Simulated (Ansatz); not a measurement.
Theory: DFT PBE, scalar-relativistic, plane waves, PAW in Ansatz. All cells share a 420 eV cutoff and Γ-centred k meshes spaced at most about 0.3 Å⁻¹ (about 0.25 or finer for metals, 2π included). No spin polarisation.

All energies are static (0 K, no zero-point motion).

Two relaxed structures of Al₄P:

A.

```
CELL_PARAMETERS angstrom
-1.79183 1.79183 7.04201
1.79183 -1.79183 7.04201
1.79183 1.79183 -7.04201
ATOMIC_POSITIONS crystal
Al 0.75000 0.25000 0.50000
Al 0.59251 0.59251 0.00000
Al 0.40749 0.40749 0.00000
Al 0.25000 0.75000 0.50000
P 0.00000 0.00000 0.00000
```

B.

```
CELL_PARAMETERS angstrom
2.76448 0.00000 0.00000
-1.38224 2.39411 0.00000
0.00000 0.00000 13.46296
ATOMIC_POSITIONS crystal
Al 0.00000 0.00000 0.10384
Al 0.00000 0.00000 0.89616
Al 0.00000 0.00000 0.31424
Al 0.00000 0.00000 0.68576
P 0.00000 0.00000 0.50000
```

Problem. Which would you expect to be lower, and how large is the difference?

Solution. B is lower, by 86 meV/atom. A has space group I4/mmm (No. 139), 18.1 Å³/atom and no gap on its mesh; B has space group P6/mmm (No. 191), 17.8 Å³/atom and no gap. Counting Al atoms around P (those within 1.25 times the shortest such distance or 1.15 times the sum of covalent radii, 1.27 where that leaves under three; the shortest distance is added where it exceeds 1.18 times the sum of covalent radii), A has P 8 from 2.8 Å and B has P 2. Even the lower one lies +0.19 eV/atom against the reference forms of the elements (uncorrected), so neither is stable at this level. Both come from invented guesses. The lowest form computed isn't among them: it has space group I4/mmm (No. 139), 18.8 Å³/atom and lies 24 meV/atom below the best shown.

Cells relaxed within their symmetry can be saddle points. Some types were kept out of the candidates beforehand, so the set may lack a known form.
